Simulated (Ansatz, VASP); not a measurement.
# Pd in VASP and in Ansatz

```
Pd
1.0
     0.00000    1.94490    1.94490
     1.94490    0.00000    1.94490
     1.94490    1.94490    0.00000
Pd
1
Direct
  0.00000 0.00000 0.00000
```

Alike in both runs: task relaxation of cell and atoms; functional PBE; dispersion D3(BJ); k mesh 18 × 18 × 18; occupations gaussian, width 0.1 eV; no spin polarisation.

|  | VASP | Ansatz |
| --- | --- | --- |
| version | VASP 6.6.1 | Ansatz 0.2.0 |
| potentials or method | VASP PAW PBE potentials, release 64 (Pd) | scalar-relativistic, plane waves, PAW |
| plane-wave cutoff (eV) | 600 | 420 |
| valence electrons in the cell | 10 | 18 |

|  | VASP | Ansatz | Ansatz less VASP |
| --- | --- | --- | --- |
| gap on the k mesh at the Fermi level, each at its own relaxed structure (eV) | none | none | - |
| relaxed volume (Å³/atom) | 14.68 | 14.71 | +0.027 |
| relaxed cell length with the largest relative difference (Å) | 2.748 | 2.750 | +0.0017 |

A gap of «none» marks a metal or a gap that the smearing closes. The two sets of potentials don't hold the same shells in valence.

Caveats: pairwise dispersion overbinds metals, which lowers pressure and volume.
